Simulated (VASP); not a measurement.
The system is Cs2SnI6.

```xyz
9
Lattice="0.0000 5.8138 5.8138 5.8138 0.0000 5.8138 5.8138 5.8138 0.0000" Properties=species:S:1:pos:R:3 pbc="T T T"
Cs    2.9069    2.9069    2.9069
Cs    8.7207    8.7207    8.7207
Sn    0.0000    0.0000    0.0000
I     2.8529    5.8138    5.8138
I     5.8138    2.8529    5.8138
I     8.7747    5.8138    5.8138
I     5.8138    8.7747    5.8138
I     5.8138    5.8138    2.8529
I     5.8138    5.8138    8.7747
```

* Program: VASP 6.6.1
* Task: relaxation of cell and atoms
* Functional: LDA
* Potentials or basis: VASP PAW LDA potentials, release 64 (Cs_sv, Sn_d, I)
* Cutoff: 600 eV
* k mesh: 6 × 6 × 6
* Occupations: gaussian, width 0.03 eV
* Spin: no spin polarisation

At the start: pressure -0.9 GPa; volume 43.67 Å³/atom.

Task: Where does the relaxation end?

Result: Over 9 steps the energy falls by 14.4 meV/atom and the volume is 40.04 Å³/atom (-8.3 %); space group Fm-3m (No. 225, to 0.05 Å).

The path:
```csv
step,energy change (eV),largest force (eV/Å),pressure (GPa),volume (Å³)
1,0.0000,0.0833,-0.92,393.02
2,-0.0538,0.2702,-0.18,379.00
3,-0.0578,0.3324,0.07,374.73
4,-0.0891,0.2553,0.05,370.56
5,-0.1281,0.0594,0.09,360.52
6,-0.1290,0.0205,0.11,358.61
7,-0.1290,0.0270,0.11,358.93
8,-0.1291,0.0127,-0.10,361.61
9,-0.1295,0.0055,0.00,360.36
```

Final structure:
```cif
data_structure
_symmetry_space_group_name_H-M 'P 1'
_symmetry_Int_Tables_number 1
_cell_length_a 7.9876
_cell_length_b 7.9876
_cell_length_c 7.9876
_cell_angle_alpha 60.000
_cell_angle_beta 60.000
_cell_angle_gamma 60.000
_cell_volume 360.36
loop_
_atom_site_label
_atom_site_type_symbol
_atom_site_fract_x
_atom_site_fract_y
_atom_site_fract_z
_atom_site_occupancy
Cs1 Cs 0.25000 0.25000 0.25000 1
Cs2 Cs 0.75000 0.75000 0.75000 1
Sn1 Sn 0.00000 0.00000 0.00000 1
I1 I 0.74794 0.25206 0.25206 1
I2 I 0.25206 0.74794 0.25206 1
I3 I 0.25206 0.74794 0.74794 1
I4 I 0.74794 0.25206 0.74794 1
I5 I 0.25206 0.25206 0.74794 1
I6 I 0.74794 0.74794 0.25206 1
```
